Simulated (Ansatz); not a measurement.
**TiO2 under strain — Ti-47 NMR of the central transition**

Cell: a COD entry, relaxed with PBE at fixed cell and then changed (z compressed by 2 %, ions relaxed).

```yaml
crystal:
  lattice:
    - [4.59400, 0.00000, 0.00000]
    - [0.00000, 4.59400, 0.00000]
    - [0.00000, 0.00000, 2.89982]
  atoms:
    - { symbol: Ti, position: [0.00000, 0.00000, 0.00000] }
    - { symbol: Ti, position: [0.50000, 0.50000, 0.50000] }
    - { symbol: O, position: [0.30335, 0.30335, 0.00000] }
    - { symbol: O, position: [0.19665, 0.80335, 0.50000] }
    - { symbol: O, position: [0.69665, 0.69665, 0.00000] }
    - { symbol: O, position: [0.80335, 0.19665, 0.50000] }
```

Atom numbers follow the list; atoms alike are taken as one site, whose name carries the number of the first.

Level of theory: DFT, PBE, plane waves and PAW, scalar-relativistic, 420 eV cutoff, Γ-centred 7×7×10 k-points, Fermi–Dirac smearing 0.02 eV (Ansatz 0.2.0).

Ti-47 has I = 5/2 and Q = 302.0 mb (Pyykkö 2018); at 28.2 T its Larmor frequency is ν₀ = 67.8 MHz. Only the quadrupole interaction is simulated: positions count from each site's isotropic chemical shift, and shift anisotropy, dipolar and J coupling are left out.

Simulated pattern of one Ti site (static powder, Gaussian broadening 10 kHz):

```
offset (kHz)  height
      -140.7       0
      -135.1       1
      -129.5       9
      -124.0      19
      -118.4      23
      -112.8      24
      -107.2      25
      -101.7      26
       -96.1      27
       -90.5      28
       -85.0      28
       -79.4      29
       -73.8      31
       -68.2      32
       -62.7      33
       -57.1      35
       -51.5      36
       -46.0      38
       -40.4      41
       -34.8      44
       -29.2      47
       -23.7      51
       -18.1      57
       -12.5      66
        -7.0      82
        -1.4     100
         4.2      95
         9.8      75
        15.3      53
        20.9      35
        26.5      28
        32.0      26
        37.6      24
        43.2      23
        48.8      22
        54.3      21
        59.9      17
        65.5       8
        71.1       1
        76.6       0
```

Q: Which |C_Q| and η does the pattern imply?

A: The pattern spans 192 kHz before broadening and its centre of gravity is at -25.6 kHz, which fixes P_Q; the places of the horns and steps fix η. That gives P_Q = 17.0 MHz, |C_Q| = 14.8 MHz and η = 0.99. The sign of C_Q can't be read from the pattern.

At this changed cell the PBE pressure is 11 GPa.

The relaxation (3 steps) took 12 s of wall time (12 s of CPU time) and 0.45 GiB at its peak, on 1 thread of Intel Xeon 6975P-C (Granite Rapids) (x86_64; 16 cores open to the job, memory cap 3.0 GiB, no GPU), a shared host with a load of 1.6 a core.
